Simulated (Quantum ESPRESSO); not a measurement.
# GaN (F-43m) in Quantum ESPRESSO: notebook, part 4 of 5

Quantum ESPRESSO 7.5. The steps go on from the part before.

**5. Phonons, LDA, target pressure 20 GPa, at which the enthalpy is minimised**

pw.in reads:

```
&CONTROL
  calculation = 'scf'
  prefix = 'pwscf'
  outdir = './tmp'
  pseudo_dir = './pseudo'
  tprnfor = .true.
  tstress = .true.
  disk_io = 'low'
/
&SYSTEM
  ibrav = 0
  A = 3.18693112
  nat = 2
  ntyp = 2
  ecutwfc = 56
  ecutrho = 448
  nbnd = 19
  occupations = 'smearing'
  smearing = 'fd'
  degauss = 0.00367493
/
&ELECTRONS
  conv_thr = 4d-10
  electron_maxstep = 120
  mixing_beta = 0.5
/
ATOMIC_SPECIES
Ga    69.7230 ga_lda_v1.4.uspp.F.UPF
N     14.0070 n_lda_v1.2.uspp.F.UPF
CELL_PARAMETERS alat
   0.0000000000    0.7071067816    0.7071067816
   0.7071067816    0.0000000000    0.7071067816
   0.7071067816    0.7071067816    0.0000000000
ATOMIC_POSITIONS alat
Ga     0.0000000000    0.0000000000    0.0000000000
N      0.3535533908    0.3535533908    0.3535533908
K_POINTS automatic
6 6 6 1 1 1
```

relax.in reads:

```
&CONTROL
  calculation = 'vc-relax'
  prefix = 'pwscf'
  outdir = './tmp'
  pseudo_dir = './pseudo'
  tprnfor = .true.
  tstress = .true.
  disk_io = 'low'
  nstep = 40
  forc_conv_thr = 0.0001
  etot_conv_thr = 1d-06
/
&SYSTEM
  ibrav = 0
  A = 3.18693112
  nat = 2
  ntyp = 2
  ecutwfc = 56
  ecutrho = 448
  nbnd = 19
  occupations = 'smearing'
  smearing = 'fd'
  degauss = 0.00367493
/
&ELECTRONS
  conv_thr = 4d-10
  electron_maxstep = 120
  mixing_beta = 0.5
/
&IONS
  ion_dynamics = 'bfgs'
/
&CELL
  cell_dynamics = 'bfgs'
  press = 200
  press_conv_thr = 0.2
/
ATOMIC_SPECIES
Ga    69.7230 ga_lda_v1.4.uspp.F.UPF
N     14.0070 n_lda_v1.2.uspp.F.UPF
CELL_PARAMETERS alat
   0.0000000000    0.7071067816    0.7071067816
   0.7071067816    0.0000000000    0.7071067816
   0.7071067816    0.7071067816    0.0000000000
ATOMIC_POSITIONS alat
Ga     0.0000000000    0.0000000000    0.0000000000
N      0.3535533908    0.3535533908    0.3535533908
K_POINTS automatic
6 6 6 1 1 1
```

scf2.in reads:

```
&CONTROL
  calculation = 'scf'
  prefix = 'pwscf'
  outdir = './tmp'
  pseudo_dir = './pseudo'
  tprnfor = .true.
  tstress = .true.
  disk_io = 'low'
/
&SYSTEM
  ibrav = 0
  A = 3.06850832
  nat = 2
  ntyp = 2
  ecutwfc = 56
  ecutrho = 448
  nbnd = 19
  occupations = 'fixed'
/
&ELECTRONS
  conv_thr = 1d-13
  electron_maxstep = 120
  mixing_beta = 0.5
  startingpot = 'file'
  startingwfc = 'file'
/
ATOMIC_SPECIES
Ga    69.7230 ga_lda_v1.4.uspp.F.UPF
N     14.0070 n_lda_v1.2.uspp.F.UPF
CELL_PARAMETERS alat
   0.0000000000    0.7071067805    0.7071067805
   0.7071067805    0.0000000000    0.7071067805
   0.7071067805    0.7071067805    0.0000000000
ATOMIC_POSITIONS alat
Ga     0.0000000000    0.0000000000    0.0000000000
N      0.3535533903    0.3535533903    0.3535533903
K_POINTS automatic
6 6 6 1 1 1
```

ph.in reads:

```
phonons of GaN
&INPUTPH
  prefix = 'pwscf'
  outdir = './tmp'
  tr2_ph = 1d-18
  fildyn = 'dyn'
  niter_ph = 90
  alpha_mix(1) = 0.7
  epsil = .true.
/
0.0000000000 0.0000000000 0.0000000000
```

dynmat.in reads:

```
&INPUT
  fildyn = 'dyn'
  asr = 'crystal'
  lperm = .true.
  filout = 'dynmat.disp'
  fileig = 'dynmat.eig'
/
```

dynmat_lo.in reads:

```
&INPUT
  fildyn = 'dyn'
  asr = 'crystal'
  filout = 'dynmat_lo.disp'
  fileig = 'dynmat_lo.eig'
  q(1) = 0
  q(2) = 0
  q(3) = 1
/
```

Potentials or basis: GBRV 1.5 LDA.

On the command line:

```sh
OMP_NUM_THREADS=1 pw.x -in pw.in > pw.out
OMP_NUM_THREADS=1 pw.x -in relax.in > relax.out
OMP_NUM_THREADS=1 pw.x -in scf2.in > scf2.out
OMP_NUM_THREADS=1 ph.x -in ph.in > ph.out
OMP_NUM_THREADS=1 dynmat.x -in dynmat.in > dynmat.out
OMP_NUM_THREADS=1 dynmat.x -in dynmat_lo.in > dynmat_lo.out
```

pw.out:

```text
This program is part of the open-source Quantum ESPRESSO suite
     for quantum simulation of materials; please cite
[... 9 lines left out ...]
     --------------------
     sticks:   dense  smooth     PW     G-vecs:    dense   smooth      PW
     Sum        1123     559    187                24693     8801    1639

     Using Slab Decomposition

     bravais-lattice index     =            0
     lattice parameter (alat)  =       6.0224  a.u.
     unit-cell volume          =     154.4542 (a.u.)^3
     number of atoms/cell      =            2
     number of atomic types    =            2
     number of electrons       =        24.00
     number of Kohn-Sham states=           19
     kinetic-energy cutoff     =      56.0000  Ry
     charge density cutoff     =     448.0000  Ry
     scf convergence threshold =      4.0E-10
     mixing beta               =       0.5000
     number of iterations used =            8  plain     mixing
     Exchange-correlation= SLA  PZ   NOGX NOGC
                           (   1   1   0   0   0   0   0)

     celldm(1)=   6.022427  celldm(2)=   0.000000  celldm(3)=   0.000000
     celldm(4)=   0.000000  celldm(5)=   0.000000  celldm(6)=   0.000000

     crystal axes: (cart. coord. in units of alat)
               a(1) = (   0.000000   0.707107   0.707107 )
               a(2) = (   0.707107   0.000000   0.707107 )
               a(3) = (   0.707107   0.707107   0.000000 )

     reciprocal axes: (cart. coord. in units 2 pi/alat)
               b(1) = ( -0.707107  0.707107  0.707107 )
               b(2) = (  0.707107 -0.707107  0.707107 )
               b(3) = (  0.707107  0.707107 -0.707107 )

     PseudoPot. # 1 for Ga read from file:
     ga_lda_v1.4.uspp.F.UPF
     Pseudo is Ultrasoft + core correction, Zval = 19.0
     Generated by new atomic code, or converted to UPF format
     Using radial grid of  871 points,  6 beta functions with:
                l(1) =   0
                l(2) =   0
                l(3) =   1
                l(4) =   1
                l(5) =   2
                l(6) =   2
     Q(r) pseudized with  8 coefficients,  rinner =    1.250   1.250   1.250
                                                       1.250   1.250

     PseudoPot. # 2 for N  read from file:
     n_lda_v1.2.uspp.F.UPF
     Pseudo is Ultrasoft + core correction, Zval =  5.0
     Generated by new atomic code, or converted to UPF format
     Using radial grid of  729 points,  4 beta functions with:
                l(1) =   0
                l(2) =   0
                l(3) =   1
                l(4) =   1
     Q(r) pseudized with  8 coefficients,  rinner =    0.900   0.900   0.900

     atomic species   valence    mass     pseudopotential
     Ga               19.00    69.72300     Ga( 1.00)
     N                 5.00    14.00700     N ( 1.00)

     24 Sym. Ops. (no inversion) found

   Cartesian axes

     site n.     atom                  positions (alat units)
         1        Ga     tau(   1) = (   0.0000000   0.0000000   0.0000000  )
         2        N      tau(   2) = (   0.3535534   0.3535534   0.3535534  )

     number of k points=    28  Fermi-Dirac smearing, width (Ry)=  0.0037
                       cart. coord. in units 2pi/alat
        k(    1) = (   0.0589256   0.0589256   0.0589256), wk =   0.0185185
        k(    2) = (   0.1767767   0.1767767  -0.0589256), wk =   0.0555556
        k(    3) = (   0.2946278   0.2946278  -0.1767767), wk =   0.0555556
        k(    4) = (  -0.2946278  -0.2946278   0.4124790), wk =   0.0555556
        k(    5) = (  -0.1767767  -0.1767767   0.2946278), wk =   0.0555556
        k(    6) = (  -0.0589256  -0.0589256   0.1767767), wk =   0.0555556
[... 20 lines left out ...]
        k(   27) = (   0.2946278   0.2946278   0.2946278), wk =   0.0185185
        k(   28) = (  -0.2946278  -0.2946278   0.8838835), wk =   0.0555556

     Dense  grid:    24693 G-vectors     FFT dimensions: (  45,  45,  45)

     Smooth grid:     8801 G-vectors     FFT dimensions: (  30,  30,  30)

     Check: negative core charge=   -0.000001

     Initial potential from superposition of free atoms

     starting charge      23.0000, renormalised to      24.0000
     Starting wfcs are   16 randomized atomic wfcs +    3 random wfcs

     Self-consistent Calculation

     iteration #  1     ecut=    56.00 Ry     beta= 0.50
     Davidson diagonalization with overlap
     ethr =  1.00E-02,  avg # of iterations =  5.8

     total energy              =    -432.53065808 Ry
     estimated scf accuracy    <       5.66920019 Ry
[... 57 lines left out ...]
     iteration # 10     ecut=    56.00 Ry     beta= 0.50
     Davidson diagonalization with overlap
     ethr =  1.84E-11,  avg # of iterations =  2.0

     End of self-consistent calculation

          k = 0.0589 0.0589 0.0589 (  1091 PWs)   bands (ev):

   -81.8585 -81.8584 -81.8584  -5.2620  -3.0275  -3.0275  -3.0104  -2.7148
    -2.7148   9.6454  10.3914  10.3914  12.8559  20.2149  20.7043  20.7043
    27.8995  28.0365  28.0365
[... 87 lines left out ...]
   -81.8598 -81.8591 -81.8590  -4.3124  -2.9425  -2.7500  -2.7433  -2.6419
    -0.9250   4.4033   7.4601   7.8348  14.0813  17.1658  21.8194  23.9962
    24.0164  32.4055  34.2999

          k =-0.5303 0.1768-0.0589 (  1086 PWs)   bands (ev):

   -81.8596 -81.8591 -81.8589  -4.3573  -2.9041  -2.8422  -2.7758  -2.6591
    -1.3052   4.9200   7.3758   8.1462  15.4370  17.8373  20.6027  22.9165
    24.2927  31.6936  32.7730

          k =-0.4125 0.0589 0.0589 (  1084 PWs)   bands (ev):
[... 61 lines left out ...]
   -81.8597 -81.8589 -81.8587  -4.4011  -2.9418  -2.8965  -2.7128  -2.6818
    -1.1716   3.7817   7.9310   9.1591  16.3076  17.8584  20.5528  21.4566
    26.7536  29.0485  29.8047

     the Fermi energy is    11.4595 ev

!    total energy              =    -435.21592558 Ry
     estimated scf accuracy    <          6.8E-11 Ry
     smearing contrib. (-TS)   =      -0.00000000 Ry
     internal energy E=F+TS    =    -435.21592558 Ry

     The total energy is F=E-TS. E is the sum of the following terms:
     one-electron contribution =    -337.29205044 Ry
     hartree contribution      =     180.95782530 Ry
     xc contribution           =     -53.20070245 Ry
     ewald contribution        =    -225.68099800 Ry

     convergence has been achieved in  10 iterations

     Forces acting on atoms (cartesian axes, Ry/au):

     atom    1 type  1   force =     0.00000000    0.00000000   -0.00000000
     atom    2 type  2   force =    -0.00000000   -0.00000000    0.00000000

     Total force =     0.000000     Total SCF correction =     0.000000

     Computing stress (Cartesian axis) and pressure

          total   stress  (Ry/bohr**3)                   (kbar)     P=      -57.25
  -0.00038920   0.00000000   0.00000000          -57.25        0.00        0.00
  -0.00000000  -0.00038920   0.00000000           -0.00      -57.25        0.00
   0.00000000   0.00000000  -0.00038920            0.00        0.00      -57.25

=------------------------------------------------------------------------------=
   JOB DONE.
=------------------------------------------------------------------------------=
```

relax.out:

```text
This program is part of the open-source Quantum ESPRESSO suite
     for quantum simulation of materials; please cite
[... 9 lines left out ...]
     --------------------
     sticks:   dense  smooth     PW     G-vecs:    dense   smooth      PW
     Sum        1123     559    187                24693     8801    1639
[... 1882 lines left out ...]
   0.00136458   0.00000000   0.00000000          200.74        0.00        0.00
   0.00000000   0.00136458  -0.00000000            0.00      200.74       -0.00
   0.00000000  -0.00000000   0.00136458            0.00       -0.00      200.74

=------------------------------------------------------------------------------=
   JOB DONE.
=------------------------------------------------------------------------------=
```

Run time: 2.9 min. Hardware: 1 thread of Intel Xeon 6975P-C (Granite Rapids), shared host; peak memory 0.14 GiB.

Results:

| Quantity | Value |
| --- | --- |
| Free energy | -5921.3207 eV |
| Relaxed volume | 10.21 Å³/atom |
| Relaxed cell | a = 3.069 Å, b = 3.069 Å, c = 3.069 Å, α = 60.00°, β = 60.00°, γ = 60.00° |
| Space group after relaxing (to 0.05 Å) | F-43m (No. 216) |
| Pressure after relaxing | 20.1 GPa |
| Electronic dielectric tensor (diagonal) | 5.38 |
| Born charges (mean of the diagonal) | Ga +2.60; N -2.60 e |
| Highest phonon frequency at Γ, LO-TO splitting left out | 623 cm⁻¹ |
| Static dielectric tensor (diagonal) | 8.96 |

Step by step:
| step | energy change (eV) | largest force (eV/Å) | pressure (GPa) | volume (Å³) |
| --- | --- | --- | --- | --- |
| 1 | 0.0000 | 0.0000 | -5.73 | 22.89 |
| 2 | 0.1499 | 0.0000 | 26.06 | 20.02 |
| 3 | 0.0811 | 0.0000 | 18.96 | 20.51 |
| 4 | 0.0900 | 0.0000 | 19.97 | 20.43 |
| 5 | 0.0903 | 0.0000 | 20.01 | 20.43 |

Final structure:
```
Ga N
1.0
     0.00000    2.16976    2.16976
     2.16976    0.00000    2.16976
     2.16976    2.16976    0.00000
Ga N
1 1
Direct
  0.00000 0.00000 0.00000
  0.25000 0.25000 0.25000
```

Phonon frequencies in cm⁻¹ (negative: imaginary):
```
              q point           frequencies
(0.000, 0.000, 0.000)  -8 -8 -8 623 623 623
```

Electronic dielectric tensor:
```
5.38 0.00 0.00
0.00 5.38 0.00
0.00 0.00 5.38
```

Born effective charge tensors (e):
atom 1, Ga
```
2.60 0.00 0.00
0.00 2.60 0.00
0.00 0.00 2.60
```
atom 2, N
```
-2.60  0.00  0.00
 0.00 -2.60  0.00
 0.00  0.00 -2.60
```

Optical modes at Γ, degenerate ones joined, polar ones without the macroscopic field:
```
cm⁻¹  components  symmetry     active in  IR intensity, summed ((D/Å)²/amu)
 623           3        T2  IR and Raman                              40.06
```

Zone-centre frequencies without and with the macroscopic field along z (cm⁻¹):
```tsv
	optical modes in rising order
without	623 623 623
with the field	623 623 805
```

Static dielectric tensor, electrons and zone-centre modes:
```
8.96 0.00 0.00
0.00 8.96 0.00
0.00 0.00 8.96
```

Caveat: the cell is more than 3 GPa from zero pressure, which shifts response properties.

[end of part 4 of 5]
